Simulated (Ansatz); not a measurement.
Crystal: V.

```
CELL_PARAMETERS angstrom
-1.51435 1.51435 1.51435
1.51435 -1.51435 1.51435
1.51435 1.51435 -1.51435
ATOMIC_POSITIONS crystal
V 0.00000 0.00000 0.00000
```

```yaml
Program: Ansatz 0.2.0
Task: relaxation of cell and atoms
Functional: PBEsol
Potentials_or_basis: Ansatz PAW
Cutoff: "420 eV (not typed: the program's choice for these potentials)"
k_mesh: 12 × 12 × 12
Occupations: fermi-dirac, width 0.05 eV
Spin: collinear spin, ferromagnetic start
Starting_moments: "[2.0] μB"
```

At the start: volume 13.89 Å³/atom.

**Question.** How do energy, volume and symmetry change on relaxing?

**Answer.** It ends after 5 steps and the volume is 12.94 Å³/atom (-6.8 %); space group Im-3m (No. 229, to 0.05 Å); moment 0.00 μB per cell.

Step by step:
```csv
step,energy change (eV),largest force (eV/Å),volume (Å³)
1,0.0000,0.0000,13.89
2,-0.0370,0.0000,12.80
3,-0.0380,0.0000,12.95
4,-0.0380,0.0000,12.94
5,-0.0376,0.0000,12.94
```

Final structure:
```
CELL_PARAMETERS angstrom
-1.47901 1.47901 1.47901
1.47901 -1.47901 1.47901
1.47901 1.47901 -1.47901
ATOMIC_POSITIONS crystal
V 0.00000 0.00000 0.00000
```

Caveat: the plane-wave basis is chosen anew once the cell has moved, so the energies of steps on either side of that aren't comparable; the PAW data sets come from PBE, with cores solved anew for the run's functional, which leaves a small shift of forces and pressure; the starting moments weren't kept.
